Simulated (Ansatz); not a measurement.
MgSe (rocksalt), relaxed with r2SCAN in the PAW code Ansatz: space group Fm-3m (No. 225), cubic; a = 5.473 Å in the conventional setting, 20.49 Å³ an atom. Mg has 6 Se at 2.74 Å; Se has 6 Mg at 2.74 Å. The cell was then strained (x, y and z are the cube axes), with the atoms relaxed again; stress is positive in compression. (Simulation; spin polarisation is off.)

- Uniaxial -1.0 % along z, other directions held: r2SCAN's stress changes by +1.32 GPa along the strain and +0.38 GPa across it.
- Isotropic -1.0 % on every length: the pressure changes by +2.12 GPa, and the HSE06 gap (Γ → X) goes from 2.656 to 2.714 eV.
- Epitaxial strain of -1.0 % in the (001) plane: the free normal strain is +0.56 % and the in-plane stress changes by +1.51 GPa.
- In that film r2SCAN's threefold valence top at Γ splits as 1+2 from the top, by 0.075 eV.
- Uniaxial strain of +0.5 % along [111], atoms relaxed: the xy stress changes by -0.161 GPa.
- That strain splits the valence top at Γ by 0.049 eV (r2SCAN).

**Estimate C₁₁, C₁₂ and the bulk modulus from the uniaxial step.** With compression positive, C₁₁ ≈ −Δσ∥/ε = (-1.32)/(-0.0100) = 132 GPa and C₁₂ ≈ (-0.38)/(-0.0100) = 38 GPa; B = (C₁₁ + 2C₁₂)/3 = 69 GPa. A one-sided step carries third-order terms: it reads high by some per cent.

**What bulk modulus does the isotropic step give?** Δ ln V = 3 ln(0.9900) = -0.0302, so B ≈ −ΔP/Δ ln V = 70 GPa, against 69 GPa from C₁₁ and C₁₂; one-sided steps of finite size carry third-order terms.

**Give the volume deformation potential of that gap and its pressure coefficient.** a_V = ΔE_g/Δ ln V = (+0.058)/(-0.0302) = -1.92 eV; dE_g/dP = −a_V/B = +27 meV/GPa, with HSE06's gap and r2SCAN's modulus.

**What do the film's normal strain and stress say about the elastic constants?** ε⊥/ε∥ = (+0.0056)/(-0.0100) = -0.56, which linear elasticity sets to −2C₁₂/C₁₁ = -0.58 from the uniaxial step. The biaxial modulus is M = −Δσ/ε∥ = 151 GPa (C₁₁ + C₁₂ − 2C₁₂²/C₁₁ = 148 GPa).

**How much elastic energy does the film store, with 20.49 Å³ an atom?** u = M ε∥² = −Δσ ε∥ = -1.51 × (-0.0100) = 0.0151 GPa, and 1 GPa Å³ is 6.2415 meV: 1.93 meV an atom. The total energies of the two runs differ by 1.84 meV an atom.

**Extract the shear deformation potential b.** Without spin-orbit coupling the splitting is 3|b| |ε_zz − ε_xx| = 3|b| × 0.0156, so |b| = 0.075/0.0468 = 1.60 eV.

**Estimate C₄₄.** A strain ε along [111] has ε_xy = ε/3 = +0.00167, an engineering shear of 2ε/3, so C₄₄ ≈ −Δσ_xy/(2ε/3) = 48 GPa, atoms relaxed.

**Extract the deformation potential d.** Without spin-orbit coupling the splitting is 3√3 |d| ε_xy = √3 |d| |ε|, so |d| = 0.049/(1.732 × 0.0050) = 5.66 eV.

The runs are scalar-relativistic, without spin-orbit coupling.

Where an edge lies off the special points, it is a point of the mesh or the k point where a search put PBE's edge or least direct gap, reused for the other functionals, whose own edges may lie a little apart.

The meshes of the hybrids are coarse, so their gaps aren't converged to the digits shown.
